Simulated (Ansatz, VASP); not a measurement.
# Cu in VASP and in Ansatz

File INCAR:

```
PREC = Accurate ; ENCUT = 520
EDIFF = 1E-7 ; ISMEAR = -1
SIGMA = 0.1 ; LREAL = False
LASPH = True ; NELM = 60
ALGO = Normal ; ISIF = 2
LWAVE = False ; LCHARG = True
GGA = PS ; LELF = True
LVHAR = True ; NBANDS = 12
```

Contents of KPOINTS:

```
regular mesh
0
Gamma
  14 14 14
```

File POSCAR:

```
Cu
1.0
    0.0000000000      1.8544689142      1.8544689142
    1.8544689142      0.0000000000      1.8544689142
    1.8544689142      1.8544689142      0.0000000000
Cu
1
Direct
    0.0000000000      0.0000000000      0.0000000000
```

Input for Ansatz:

```yaml
crystal:
  lattice:
    - [0.0, 1.854468914170878, 1.854468914170878]
    - [1.854468914170878, 0.0, 1.854468914170878]
    - [1.854468914170878, 1.854468914170878, 0.0]
  atoms:
    - { symbol: Cu, position: [0.0, 0.0, 0.0] }
basis:
  ecutwfc: 500.0
kpoints:
  mp_grid:
    grid: [14, 14, 14]
hamiltonian:
  xc: pbesol
scf:
  occupations:
    method: fermi_dirac
    width: 0.1
output:
  stress: true
```

Alike in both runs: task single point; functional PBEsol; k mesh 14 × 14 × 14; occupations fermi-dirac, width 0.1 eV; no spin polarisation.

|  | VASP | Ansatz |
| --- | --- | --- |
| version | VASP 6.6.1 | Ansatz 0.2.0 |
| potentials or method | VASP PAW PBE potentials, release 64 (Cu) | plane waves, PAW |
| plane-wave cutoff (eV) | 520 | 500 |
| valence electrons in the cell | 11 | 19 |

Ansatz gave:

| Quantity | Value |
| --- | --- |
| pressure (GPa) | -14.9 |

Question: Which values does VASP return?

Answer: Pressure (GPa): -14.2.

With one functional, cell and mesh, what is left measures potentials, basis and numerics. The two sets of potentials don't hold the same shells in valence.

Caveats: the PAW data sets were made with another functional, which shifts forces and pressure a little (VASP).
